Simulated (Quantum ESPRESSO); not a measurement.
Runs of Quantum ESPRESSO 7.5 on BAs. It takes space group Pmmm (No. 47, orthorhombic). Conventional cell: a = 2.128 Å, b = 3.174 Å, c = 4.951 Å, α = 90.00°, β = 90.00°, γ = 90.00°. Around B (site symmetry mmm) lie 2 B at 2.13 Å. Around As (site symmetry mmm) lie 2 As at 2.13 Å. The cell was built by a generator and needn't be a form met in nature.

```csv
k mesh,mesh quality,gap on the mesh (eV),pressure (GPa)
12 × 8 × 6,not flagged,none,(b)
8 × 6 × 4,coarse,none,8.3
16 × 10 × 8,not flagged,none,(a)
10 × 6 × 6,coarse,none,5.4
6 × 4 × 4,coarse,none,6.9
```

Alike in all rows: task phonons; level PBE; potentials or basis GBRV 1.5 PBE; no spin polarisation; cell as given; cutoff (eV) 612; smearing fermi-dirac 0.05 eV.

Fill in the values left out.

(a) 6.4; (b) 6.5.

Caveats: some runs use coarse meshes; some modes are imaginary; the cell is more than 3 GPa from zero pressure, which shifts response properties; this functional lacks dispersion, which binds the layers, so the pressure and a relaxed spacing across them are unreliable; the mesh is thin for the phonons of a metal (some runs).

A k mesh can miss the band edges, and the runs leave out spin-orbit coupling on As.

A gap of «none» marks a metal or a gap under the smearing width.
